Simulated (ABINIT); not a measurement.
## Quasiparticle gap of BN (Qingsongite) in ABINIT

How does a plane-wave GW calculation on BN (Qingsongite) run from the first input to the gap?

Method: LDA and many-body steps on it, plane waves, in ABINIT 10.8.3.

## 1. The starting structure

Symmetry: F-43m, No. 216, cubic system. Conventional cell: a = 3.615 Å, b = 3.615 Å, c = 3.615 Å, α = 90.00°, β = 90.00°, γ = 90.00°. Nearest to B lie 4 N at 1.57 Å. Nearest to N lie 4 B at 1.57 Å. Farther neighbours and most contacts between anions are not listed.

The cell and positions come from the Crystallography Open Database and are kept as given unless a step says otherwise.

## 2. Ground state

This step: ABINIT 10.8.3; DFT, LDA, plane waves, norm-conserving pseudopotentials.

The ground-state density comes first.

run.abi reads:

```
acell 3*1.0 Angstrom
rprim 
  -0.000000000000 1.807500000000 1.807500000000
  1.807500000000 0.000000000000 1.807500000000
  1.807500000000 1.807500000000 -0.000000000000
ntypat 2
znucl 5 7
natom 2
typat 1 2
xred 
  0.000000000000 0.000000000000 0.000000000000
  0.250000000000 0.250000000000 0.250000000000
pp_dirpath "pseudos"
pseudos "B.upf, N.upf"
ecut 36
ngkpt 10 10 10
nshiftk 1
shiftk 0 0 0
kptopt 1
chksymbreak 0
nband 9
occopt 1
tolvrs 1e-10
nstep 60
prtwf 0
optforces 0
optstress 0
indata_prefix "in"
outdata_prefix "out"
tmpdata_prefix "tmp"
```

Started as:

```sh
OMP_NUM_THREADS=1 mpirun -n 8 abinit run.abi > log
```

Numbers of over 12 decimals in the logs are rounded to 6 here.

Log:

```text
.Version 10.8.3 of ABINIT. v10.8.2 released Aug 2026.

 Symmetries : space group F-4 3 m (#216); Bravais cF (face-center cubic)
================================================================================
 Values of the parameters that define the memory need of the present run
     intxc =       0    ionmov =       0      iscf =       7    lmnmax =       4
     lnmax =       4     mgfft =      30  mpssoang =       2    mqgrid =    3001
     natom =       2  nloc_mem =       1    nspden =       1   nspinor =       1
    nsppol =       1      nsym =      24    n1xccc =    2501    ntypat =       2
    occopt =       1   xclevel =       1
-    mband =           9        mffmem =           1         mkmem =           6
       mpw =         845          nfft =       27000          nkpt =          47
================================================================================
  Rough estimation (10% accuracy) of disk space for files :
================================================================================

--------------------------------------------------------------------------------
------------- Echo of variables that govern the present computation ------------
--------------------------------------------------------------------------------
 -outvars: echo values of preprocessed input variables --------
            acell      1.8897261259E+00  1.8897261259E+00  1.8897261259E+00 Bohr

      chksymbreak           0
             ecut      3.60000000E+01 Hartree
-          fftalg         312

              ixc       -1012
              kpt      0.00000000E+00  0.00000000E+00  0.00000000E+00
                       1.00000000E-01  0.00000000E+00  0.00000000E+00
                       2.00000000E-01  0.00000000E+00  0.00000000E+00
                       3.00000000E-01  0.00000000E+00  0.00000000E+00
                       4.00000000E-01  0.00000000E+00  0.00000000E+00
                       5.00000000E-01  0.00000000E+00  0.00000000E+00
                       1.00000000E-01  1.00000000E-01  0.00000000E+00
                       2.00000000E-01  1.00000000E-01  0.00000000E+00
                       3.00000000E-01  1.00000000E-01  0.00000000E+00
   [... 36 further rows ...]
                      -3.00000000E-01  4.00000000E-01  2.00000000E-01
                      -3.00000000E-01  5.00000000E-01  2.00000000E-01
         kptrlatt       10    0    0      0   10    0      0    0   10
          kptrlen      4.83050094E+01
P           mkmem           6
            natom           2
            nband           9
            ngfft          30      30      30
             nkpt          47
            nstep          60
             nsym          24
           ntypat           2
              occ      2.000000  2.000000  2.000000  2.000000  0.000000  0.000000
[...]
optforces           0
        optstress           0
            prtwf           0
            rprim     -0.0000000000E+00  1.8075000000E+00  1.8075000000E+00
[...]
spgroup         216

           tolvrs      1.00000000E-10

             xred      0.0000000000E+00  0.0000000000E+00  0.0000000000E+00
[...]
znucl        5.00000    7.00000

================================================================================

 chkinp: Checking input parameters for consistency.

================================================================================
== DATASET  1 ==================================================================
-   mpi_nproc: 8, omp_nthreads: 1 (-1 if OMP is not activated)

--- !DatasetInfo
iteration_state: {dtset: 1, }
dimensions: {natom: 2, nkpt: 47, mband: 9, nsppol: 1, nspinor: 1, nspden: 1, mpw: 845, }
cutoff_energies: {ecut:  36.0, pawecutdg:  -1.0, }
electrons: {nelect:   8.00000000E+00, charge:   0.00000000E+00, occopt:   1.00000000E+00, tsmear:   1.00000000E-02, }

 Real(R)+Recip(G) space primitive vectors, cartesian coordinates (Bohr,Bohr^-1):
 R(1)=  0.0000000  3.4156800  3.4156800  G(1)= -0.1463837  0.1463837  0.1463837
 R(2)=  3.4156800  0.0000000  3.4156800  G(2)=  0.1463837 -0.1463837  0.1463837
 R(3)=  3.4156800  3.4156800  0.0000000  G(3)=  0.1463837  0.1463837 -0.1463837
 Unit cell volume ucvol=  7.9700586E+01 bohr^3
 Angles (23,13,12)=  6.00000000E+01  6.00000000E+01  6.00000000E+01 degrees

 getcut: wavevector=  0.0000  0.0000  0.0000  ngfft=  30  30  30
         ecut(hartree)=     36.000   => boxcut(ratio)=   2.30194

 getcut : COMMENT -
  Note that boxcut > 2.2 ; recall that boxcut=Gcut(box)/Gcut(sphere) = 2
  is sufficient for exact treatment of convolution.
  Such a large boxcut is a waste : you could raise ecut
  e.g. ecut=   47.690509 Hartrees makes boxcut=2

--- Pseudopotential description ------------------------------------------------
- B Generated using ONCVPSP code by D. R. Hamann
-  5.00000   3.00000  180309                  znucl, zion, pspdat
12 -1012 1 -1 1498                            pspcod,pspxc,lmax,lloc,mmax
     nproj     2     2
  pspatm : epsatm=    3.19369156
         --- l  ekb(1:nproj) -->
[...]
pspatm: atomic psp has been read  and splines computed

- N Generated using ONCVPSP code by D. R. Hamann
-  7.00000   5.00000  180309                  znucl, zion, pspdat
12 -1012 1 -1 1058                            pspcod,pspxc,lmax,lloc,mmax
     nproj     2     2
  pspatm : epsatm=    5.30777321
         --- l  ekb(1:nproj) -->
[...]
1   -4.361519   -1.032581
 pspatm: atomic psp has been read  and splines computed

   6.80117181E+01                                ecore*ucvol(ha*bohr**3)
--------------------------------------------------------------------------------

_setup2: Arith. and geom. avg. npw (full set) are     822.053     822.026

================================================================================

--- !BeginCycle
iteration_state: {dtset: 1, }
solver: {iscf: 7, nstep: 60, nline: 4, wfoptalg: 0, }
tolerances: {tolvrs: 1.00E-10, }

     iter   Etot(hartree)      deltaE(h)  residm     vres2
 ETOT  1  -13.373554539444    -1.337E+01 1.869E-01 1.738E+02
 ETOT  2  -13.391633272754    -1.808E-02 9.444E-03 1.256E+02
 ETOT  3  -13.425109141040    -3.348E-02 4.998E-03 7.355E-01
 ETOT  4  -13.425279588231    -1.704E-04 5.349E-03 1.834E-03
 ETOT  5  -13.425279820482    -2.323E-07 8.607E-04 3.082E-05
 ETOT  6  -13.425279826115    -5.633E-09 7.308E-04 1.019E-06
 ETOT  7  -13.425279826320    -2.047E-10 5.727E-04 1.030E-09
 ETOT  8  -13.425279826320    -1.297E-13 6.420E-04 5.655E-12

 At SCF step    8       vres2   =  5.66E-12 < tolvrs=  1.00E-10 =>converged.

--- !ResultsGS
iteration_state: {dtset: 1, }
comment   : Summary of ground state results
lattice_vectors:
- [ -0.0000000,   3.4156800,   3.4156800, ]
- [  3.4156800,   0.0000000,   3.4156800, ]
- [  3.4156800,   3.4156800,  -0.0000000, ]
lattice_lengths: [   4.83050,    4.83050,    4.83050, ]
lattice_angles: [ 60.000,  60.000,  60.000, ] # degrees, (23, 13, 12)
lattice_volume:   7.9700586E+01
convergence: {deltae: -1.297E-13, res2:  5.655E-12, residm:  6.420E-04, diffor:  0.000E+00, }
etotal    :  -1.34252798E+01
entropy   :   0.00000000E+00
fermie    :   2.94210603E-01
cartesian_stress_tensor: null
pressure_GPa: null
xred      :
- [  0.0000E+00,   0.0000E+00,   0.0000E+00,  B]
- [  2.5000E-01,   2.5000E-01,   2.5000E-01,  N]
cartesian_forces: null
force_length_stats: {min: null, max: null, mean: null, }

 Integrated electronic density in atomic spheres:
 ------------------------------------------------
 Atom  Sphere_radius  Integrated_density
    1        2.00000          3.31747834
    2        2.00000          5.72805975
================================================================================

 ----iterations are completed or convergence reached----

 Mean square residual over all n,k,spin=   26.307E-07; max=  64.199E-05
 reduced coordinates (array xred) for    2 atoms
       0.000000000000      0.000000000000      0.000000000000
       0.250000000000      0.250000000000      0.250000000000
 rms dE/dt=  0.0000E+00; max dE/dt=  0.0000E+00; dE/dt below (all hartree)
    1       0.000000000000      0.000000000000      0.000000000000
    2       0.000000000000      0.000000000000      0.000000000000

 cartesian coordinates (angstrom) at end:
    1      0.000000     0.000000     0.000000
    2      0.903750     0.903750     0.903750
 length scales=  1.889726125908  1.889726125908  1.889726125908 bohr
              =  1.000000000000  1.000000000000  1.000000000000 angstroms
 prteigrs : about to open file out_EIG
 Fermi (or HOMO) energy (hartree) =   0.29421   Average Vxc (hartree)=  -0.48548
 Eigenvalues (hartree) for nkpt=  47  k points:
 kpt#   1, nband=  9, wtk=  0.00100, kpt=  0.0000  0.0000  0.0000 (reduced coord)
  -0.44300    0.29421    0.29421    0.29421    0.61568    0.61568    0.61568    0.67793
   1.19366
 prteigrs : prtvol=0 or 1, do not print more k-points.

--- !EnergyTerms
iteration_state     : {dtset: 1, }
comment             : Components of total free energy in Hartree
kinetic             :  9.44478844231262E+00
hartree             :  1.77271654246147E+00
xc                  : -4.35042966599805E+00
Ewald energy        : -1.31703929426445E+01
psp_core            :  8.53340249781675E-01
local_psp           : -6.80784439827319E+00
non_local_psp       : -1.16745805396034E+00
total_energy        : -1.34252798263203E+01
total_energy_eV     : -3.65320474814379E+02
band_energy         :  5.51228754875589E-02

== END DATASET(S) ==============================================================
================================================================================

 -outvars: echo values of variables after computation  --------
           etotal     -1.3425279826E+01
            nband           9
             nkpt          47
          spgroup         216
 [... the other variables as echoed above ...]

 Calculation completed.
```

The job ended after 4.8 s (8 MPI ranks of Arm Neoverse N1, shared host; peak memory 0.46 GiB).

This step gave:

```
total energy               : -365.3205 eV
gap                        : 4.420 eV
k of the valence top       : 0, 0, 0
k of the conduction bottom : 0.5, 0.5, 0
least direct gap           : 8.748 eV
```

The gap is indirect, with the least direct gap 4.33 eV higher.

(Part 1 of 3 ends here.)

[Paths, hosts, dates, memory and timing lines, banners, echoed tables and standing remarks are left out of the program output.]

[Logs are printed without paths, hosts, clocks, repeated set-up lines and the standing remarks that a program may print on its own settings, such as how far it seeks lower states.]

[Runs of the session that timed out or met a known fault of the program may be left out.]

[Hosts, paths, dates, database ids (printed as entryN), source tags and the programs' standing remarks are cut or masked in the printed files.]

[G0W0 gaps are taken among the corrected bands and points alone; a level outside them can change the order at an edge.]

[Where Ansatz stands beside ABINIT at settings called matched, ABINIT's density can come from a denser mesh and the files from another edition; pairs whose starting gaps differed by over 0.03 eV were left out, so agreement reads better than it is.]
